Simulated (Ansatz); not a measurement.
# Electron scattering at the Σ11 (113) boundary in fcc Pt with P (substitutional), part 2 of 2

How much does the Σ11 (113) boundary in fcc Pt with P (substitutional) reflect electrons?

Ansatz 0.2.0; Ansatz plane-wave DFT, PBE, PAW files; relaxation of a bicrystal slab with its lowest layers held; PAW set soft_1 (the session's first sound run).

So far. Step 2 (Relaxing the bicrystal): The largest force component on a free atom ends at 0.024 eV/Å, under the tolerance of 0.03, after 21 steps.

## 3. Transmission across the boundary

Bulk layers of each grain are laid under and over the relaxed boundary, and a lead is named in the middle of each, away from the free faces. The mesh across the current, 24×24, is finer than the density's, because channels open and close sharply across the zone. Energies from -0.1 to 0.1 eV in steps of 0.05 eV are too few for the program's thermal sum, so it prints no conductance; for a metal the transmission near the Fermi level serves, at a fraction of the cost.

This step: Ansatz plane-wave DFT, PBE, PAW files; ballistic transport by layer matching (Landauer), zero bias; boundary relaxed in a short slab, bulk layers laid on; PAW set soft_1 (Ansatz 0.2.0).

System of this step: Σ11 (113) boundary in fcc Pt with P (substitutional). The cell holds 38 atoms: 37 Pt and 1 P. Cell: a = 2.773 Å, b = 4.803 Å, c = 52.303 Å, α = 90.0°, β = 90.0°, γ = 73.2°. It derives from Pt. Regions: lower grain, 15 atoms (15 Pt); boundary, 11 atoms (10 Pt and 1 P); upper grain, 12 atoms (12 Pt). Vacuum lies along c.

Contents of input.yaml:

```yaml
crystal:
  lattice:
    - [2.7731313745, 0.0, 0.0]
    - [1.3865656872, 4.5987181317, 0.0]
    - [0.0, 0.0, 52.3025641783]
  atoms:
    - { symbol: Pt, position: [5.4545454544, -10.9090909091, 0.076478086] }
    - { symbol: Pt, position: [5.1818181817, -10.3636363637, 0.0990862929] }
    - { symbol: Pt, position: [4.909090909, -9.8181818182, 0.1216944997] }
    - { symbol: Pt, position: [4.6363636363, -9.2727272728, 0.1443027066] }
    - { symbol: Pt, position: [4.3636363635, -8.7272727273, 0.1669109135] }
    - { symbol: Pt, position: [4.0909090908, -8.1818181818, 0.1895191204] }
    - { symbol: Pt, position: [3.8181818181, -7.6363636364, 0.2121273272] }
    - { symbol: Pt, position: [3.5454545454, -7.0909090909, 0.2347355341] }
    - { symbol: Pt, position: [3.2727272727, -6.5454545455, 0.257343741] }
    - { symbol: Pt, position: [3.0, -6.0, 0.2799519479] }
    - { symbol: Pt, position: [2.7272727272, -5.4545454546, 0.3025601548] }
    - { symbol: Pt, position: [2.4545454545, -4.9090909091, 0.3251683616] }
    - { symbol: Pt, position: [2.1818181818, -4.3636363637, 0.3477765685] }
    - { symbol: Pt, position: [1.9090909091, -3.8181818182, 0.3703847754] }
    - { symbol: Pt, position: [1.6363636364, -3.2727272728, 0.3929929823] }
    - { symbol: Pt, position: [0.3636363636, 0.2727272727, 0.4156011891] }
    - { symbol: Pt, position: [0.0891143963, 0.8217712074, 0.4401753264] }
    - { symbol: Pt, position: [0.8163957868, 0.3672084264, 0.4623883393] }
    - { symbol: Pt, position: [0.5410003372, 0.9179993255, 0.4874729485] }
    - { symbol: Pt, position: [0.2783693033, 0.4432613933, 0.5129461204] }
    - { symbol: P, position: [0.0416569314, -0.0833138627, 0.5255315029] }
    - { symbol: Pt, position: [0.4461304828, 0.1077390344, 0.5573114545] }
    - { symbol: Pt, position: [0.7159196674, 0.5681606651, 0.5822152298] }
    - { symbol: Pt, position: [0.987672751, 0.024654498, 0.6052877448] }
    - { symbol: Pt, position: [0.260716697, 0.478566606, 0.6288899474] }
    - { symbol: Pt, position: [0.5330227557, -0.0660455115, 0.6522234315] }
    - { symbol: Pt, position: [1.8057500285, -3.6115000569, 0.6748316384] }
    - { symbol: Pt, position: [2.0784773012, -4.1569546024, 0.6974398452] }
    - { symbol: Pt, position: [2.3512045739, -4.7024091478, 0.7200480521] }
    - { symbol: Pt, position: [2.6239318466, -5.2478636933, 0.742656259] }
    - { symbol: Pt, position: [2.8966591193, -5.7933182388, 0.7652644659] }
    - { symbol: Pt, position: [3.169386392, -6.3387727842, 0.7878726728] }
    - { symbol: Pt, position: [3.4421136648, -6.8842273297, 0.8104808796] }
    - { symbol: Pt, position: [3.7148409375, -7.4296818751, 0.8330890865] }
    - { symbol: Pt, position: [3.9875682102, -7.9751364206, 0.8556972934] }
    - { symbol: Pt, position: [4.2602954829, -8.520590966, 0.8783055003] }
    - { symbol: Pt, position: [4.5330227556, -9.0660455115, 0.9009137071] }
    - { symbol: Pt, position: [4.8057500283, -9.6115000569, 0.923521914] }
kpoints:
  mp_grid: { grid: [10, 10, 1] }
hamiltonian:
  xc: pbe
  pseudopotentials: { kind: paw, azcp: { folder: soft_1 } }
scf:
  occupations: { method: fermi_dirac, width: 0.1 }
output:
  transmission:
    leads: [[8, 9], [30, 31]]
    kmesh: [24, 24]
    e_range: [-0.1, 0.1]
    de: 0.05
  write_potential: true
  write_density: true
  volumetric_format: npy
  elf: true
```

Launch:

```console
ansatz run input.yaml --threads 4 --pin off --max-ram 15360MiB --backend cpu --events-out ev --progress --plain --runs-dir out
```

Numbers of over 12 decimals in the logs are rounded to 6 here.

Output:

```text
[...]
Crystal: 38 atoms, lattice volume = 667.007 Å³
Basis set: ecut = 420 eV, 12989 PW (Γ)
Bands: 403, of which v1, the nominal top of the filled ones, is band 336 counted from 1 (335 counted from 0)
Symmetry: 2 space group operations
[...]
k-points: 31 of 100 (time reversal used)
[...]
SCF iter   1: F=—  HF=-464180.558287 eV  |F-HF|=—  |Δ(HF+E_count)|=         —  Δρ=8.16e-2  dr2=8.45e1  ethr=3.10e-3  ⟨swp⟩=6.0  Hψ=45130  notcnv=0  defer=463
[...]
SCF iter  13: F=-464167.751364 eV  HF=-464167.751364 eV  |F-HF|=6.48e-8  |Δ(HF+E_count)|=   1.29e-8  Δρ=1.59e-6  dr2=6.72e-8  ethr=1.49e-11  ⟨swp⟩=11.8  Hψ=44562  notcnv=0
SCF 1 converged in 13 iterations: F = -464167.751364 eV  dr2 = 6.72e-8
[...]
transmission: 1052 of 10519 steps passed
transmission: 2104 of 10519 steps passed
[...]
transmission: 10519 of 10519 steps passed
WARN: The output density's exchange-correlation potential varies sharply where the density is thin. Do not read a vacuum level from v_tot or v_xc, or from such a field of the output density. On a cell that repeats whose density bears no net charge and no dipole along the vacuum's axis use v_es (v_loc + v_h of the components); under efield.dipole_correction with no amplitude use v_es + v_field, which holds any externa [...]
SCF converged after 13 iterations
Free energy (F): -464167.751364 eV
[...]
Internal energy: -464165.804370 eV  (E = F + TS)
E sigma→0 (E₀):  -464166.777867 eV
Entropy (-TS):   -1.946993 eV (-51.237 meV/atom)
Fermi energy:    19.025892 eV
[...]
--- Band table (eV; the first three rows and the last of 31) ---
  k-point 0: bands = [... 332 lower, 18.7093, 18.7310, 18.7885, 18.8615, 18.8654, 18.9141, 18.9231, 18.9319, ... 63 higher]
  k-point 1: bands = [... 332 lower, 18.7594, 18.7596, 18.7989, 18.8258, 18.8284, 18.8797, 18.8867, 18.9204, ... 63 higher]
  k-point 2: bands = [... 332 lower, 18.5700, 18.6270, 18.6903, 18.7714, 18.7775, 18.8468, 18.9231, 18.9253, ... 63 higher]
  k-point 30: bands = [... 332 lower, 19.5038, 19.5223, 19.5359, 20.0048, 20.4134, 20.5961, 20.6290, 20.8084, ... 63 higher]
--- Transmission ---
  basis      : 111 plane waves across, 67 finite elements along
  points     : 157, standing for a mesh of 24 x 24
  energies   : 5 from -0.100000 to 0.100000 eV about the Fermi level, 0.050000 eV apart; the leads are filled to 0.000000 eV, and channels, transmission and decay are at 0.000000 eV
  crystal 0  : Pt2, at the sites [8, 9], period 2.3649 Å, over 18.92 Å; its Hamiltonian steps by up to 7.6 meV
    offset         : up to 0.0000 Å between an atom of the period and one for which it stands
    channels       : 3.505208e0 a spin
    conductance    : none, the energies end too early or step too widely for 300 K: set another output.transmission.e_range or a lower de, or, where they end at an eighth of basis.ecutwfc, a higher one
[...]
channels       : 3.512153e0 a spin
[...]
junction   : crystal 0 to crystal 1, 12.87 to 39.43 Å
    transmission   : 1.038366e0 a spin
[...]
```

Run time: 20 min. Hardware: 4 threads of Arm Neoverse V1, shared host; peak memory 11 GiB.

Numbers from this step:

* free energy: -464167.7514 eV
* energy at zero smearing: -464166.7779 eV
* Fermi energy: 19.03 eV
* cell area: 12.75 Å²
* transmission per spin nearest the Fermi level: 1.038
* open channels per spin nearest the Fermi level: 3.505
* open channels per spin, upper lead: 3.512
* step of the lead's potential: 7.6 meV
* step of the upper lead's potential: 7.9 meV

Per spin. Transmission, zone mean against energy, zero at the Fermi level:

| energy (eV) | transmission, zone mean |
| --- | --- |
| -0.1000 | 1.12 |
| -0.0500 | 1.10 |
| 0.0000 | 1.04 |
| 0.0500 | 0.975 |
| 0.1000 | 0.922 |

Per spin. The open channels, zone mean by energy, zero at the Fermi level:

| energy (eV) | lead | upper lead |
| --- | --- | --- |
| -0.1000 | 3.94 | 3.95 |
| -0.0500 | 3.82 | 3.82 |
| 0.0000 | 3.51 | 3.51 |
| 0.0500 | 3.03 | 3.04 |
| 0.1000 | 2.76 | 2.76 |

Transmission over k1 and k2. At 0.0000 eV from the Fermi level.

Values, 12 rows by 16 columns, each cell a mean:
```
1.38 1.06 1.51 1.51 1.61 1.65 1.66 1.31 1.21 1.16 1.35 1.29 1.28 1.33 0.95 0.95
0.97 1.03 1.62 1.31 1.50 1.59 1.36 1.04 0.87 0.99 1.04 0.87 1.23 1.17 1.04 0.76
0.96 1.23 1.65 1.53 1.66 1.49 1.17 0.91 0.81 0.82 0.57 0.86 1.03 1.07 0.91 0.73
0.87 0.90 1.49 1.25 1.08 0.73 0.84 0.82 0.75 0.59 0.67 0.82 0.90 0.91 0.78 0.64
1.31 0.84 1.11 1.35 1.15 0.84 0.51 0.58 0.47 0.44 0.59 0.65 0.81 0.96 1.02 0.72
1.29 1.03 1.07 1.13 0.97 0.78 0.57 0.43 0.44 0.43 0.62 0.82 1.00 1.11 1.05 0.93
1.11 0.74 1.16 1.01 0.87 0.68 0.48 0.43 0.43 0.45 0.67 0.85 1.14 1.16 0.86 1.10
0.96 0.53 1.09 0.84 0.78 0.74 0.58 0.59 0.70 0.63 0.54 0.87 1.40 1.41 1.10 1.13
0.91 0.35 1.11 0.98 0.94 0.79 0.53 0.71 0.77 0.94 1.18 1.17 1.32 1.37 1.50 1.03
0.86 0.76 1.17 1.12 1.06 0.77 0.91 0.90 0.86 1.03 1.37 1.57 1.54 1.40 1.60 1.10
1.03 0.75 1.07 1.31 1.20 1.01 1.20 1.01 1.04 1.31 1.64 1.62 1.43 1.46 1.43 1.13
1.29 0.84 1.15 1.26 1.43 1.53 1.43 1.28 1.23 1.42 1.61 1.60 1.55 1.32 0.99 1.08
```
Columns: k1 (b1) from -0.5 to 0.458; rows upwards: k2 (b2) from -0.5 to 0.458.

Open channels over k1 and k2. At 0.0000 eV from the Fermi level.

Ten even steps from '0' (1.00) to '9' (6.00):
```
894446866688866666686469
884466868666844464886224
644442666664644422664644
626422866644644424664644
648446866444644244644646
846466866444642244644624
624444642444682444644604
644468822228864446644626
684468644226844444444644
894466644444862244644644
886246644446664246644644
892644644426662444644629
844644664246664444664268
844644644226844444666449
644644444444862244686448
662644664446882222886444
640644644428644424644442
842644644224644466866464
664644644244644466864484
644646642444644666822462
644646622444646666624444
842268846444866686866448
896468666666888666864449
884464866668886666846448
```
Columns: k1 (b1) from -0.5 to 0.458; rows upwards: k2 (b2) from -0.5 to 0.458.

Valence density in the cb plane at fractional x = 0.042, with atoms of Pt and P within 0.2 Å of it. It is the smooth field of the valence electrons, not physical close to the nuclei.

Ten steps, logarithmic in the rise over the least value, from '0' (0 e/Å³) to '9' (10 e/Å³), each cell a mean:
```
33321111368874222222343134321112589974222322
22222212479996322222343233210011357653222222
32223222479996311222234432100011233332222221
42233322358874211112334431000122222233332211
52233322234543211112454321001234322246653211
42223322222223321124676420001345532357864222
32122233322234543224787520001345532368864234
33222245432246764224676421012234322246653246
56532345542357875212454311122222222234432246
88753345532246764211222211233222233332211235
99863233322234443211112222333322357642111223
89853112222222222221223333333222589974212222
66542111234543222222233344332213699984222222
```
Columns run along c (16.0 Å, from fractional 0.37 to 0.67 of the cell), rows up along b (4.8 Å). Atoms in or near the plane, at fractional coordinates: Pt at (0.44, 0.82), P at (0.53, 0.92), Pt at (0.61, 0.02).

Electrostatic potential energy in the cb plane at fractional x = 0.042, with atoms of Pt and P within 0.2 Å of it. With pseudopotentials it is smooth inside the atoms' cores, unlike the true potential.

Values in eV, 7 rows by 16 columns, each cell a mean:
```
 16  20  21 -16 -29  18  17   7 -31   5  21  15 -29   1  19  19
 16  16  19 -19 -31  18  19  15  -5  16  22  20  15  17  19  21
 13  14  18  12   8  20  21   5  10  22  20   9  18  -4   4  21
 19  19  15  18  14   4  19 -16  -4  22  18   1  17 -18  -6  12
 -1  16   2  10   1 -24  17   6  11  21  18  17  19  10  14   2
-40   5  13  16  13   1  20  20  18  17  14  18  -4  13  21  15
-26  12  21  15  12  19  19  15 -11  11  17  10 -40  -8  20  19
```
Columns run along c (16.0 Å, from fractional 0.37 to 0.67 of the cell; values clipped at the 3rd and 97th percentile), rows up along b (4.8 Å). Atoms in or near the plane, at fractional coordinates: Pt at (0.44, 0.82), P at (0.53, 0.92), Pt at (0.61, 0.02).

ELF in the cb plane at fractional x = 0.042, with atoms of Pt and P within 0.2 Å of it. It is the smooth field of the valence electrons, not physical close to the nuclei.

Ten even steps from '0' (0.01) to '9' (0.72), each cell a mean:
```
33332212357764333333782039732223577763333333
33333222477875333333683039621112356643333333
33333333467876322322479998411122333333333322
43333333357764322222358996211233333333333222
43333333334443322223455553112344333346643222
43233333333333332223676542112345433357764323
33223333333334543234677642113345533357764334
33323345533346664334666432223344433345653345
55533345543357764323444322233333333333433346
77743344433346764322233322333333333333222235
77753333333334443322234543333333356643222233
77753222333333333322468886433333477764222333
66542112334443333333696389533323678774323333
```
Columns run along c (16.0 Å, from fractional 0.37 to 0.67 of the cell), rows up along b (4.8 Å). Atoms in or near the plane, at fractional coordinates: Pt at (0.44, 0.82), P at (0.53, 0.92), Pt at (0.61, 0.02).

Over the solved energies the transmission per spin lies between 0.922 and 1.12, out of 3.41 channels of the lead on average (up to 3.94).

## 4. Specific resistance

This step: Ansatz plane-wave DFT, PBE, PAW files; ballistic transport by layer matching (Landauer), zero bias; specific resistance of the boundary; PAW set soft_1 (Ansatz 0.2.0).

Numbers from this step:

| Item | Value |
| --- | --- |
| area resistance | 1.115 fΩ m² |
| T over the leads' mean channel count | 0.3020 |

Averaged over the energies near the Fermi level, 30.2 % of the channels pass, which makes 1.11 fΩ m².

By hand, with T and the leads' channels N averaged over the energies near the Fermi level: RA = A (h/2e²)(1/T − ½[1/N₁ + 1/N₂]) = 12.75×10⁻²⁰ m² × 12 906 Ω × (1/1.031 − ½[1/3.411 + 1/3.416]) = 1.11 fΩ m².

## 5. Results

* specific resistance of the boundary: 1.11 fΩ m²
* share of channels that pass: 0.302

In words: The boundary has a specific resistance of 1.1 fΩ m². The boundary reflects 70 % of the channels; 1.1 fΩ m² is 11×10⁻¹² Ω·cm². That equals the resistance of 10 nm of bulk Pt at 300 K (measured 10.8 µΩ cm, CRC Handbook of Chemistry and Physics, 84th ed., 2003, Electrical Resistivity of Pure Metals). One P in 12.8 Å² of boundary is a high coverage. In the relaxation the upper grain slid sideways by about 1.6 Å, so the result belongs to the position that it found, not to the starting one. Each plane of this narrow cell holds one atom, so the solute fills a whole plane. One starting structure was relaxed; another shift or atom count at the boundary may lie lower. Spin-orbit coupling is left out, which matters for Pt.

[Logs are printed without paths, hosts, clocks, repeated set-up lines and the standing remarks that a program may print on its own settings, such as how far it seeks lower states.]

[Hosts, paths, dates, database ids (printed as entryN), source tags and the programs' standing remarks are cut or masked in the printed files.]
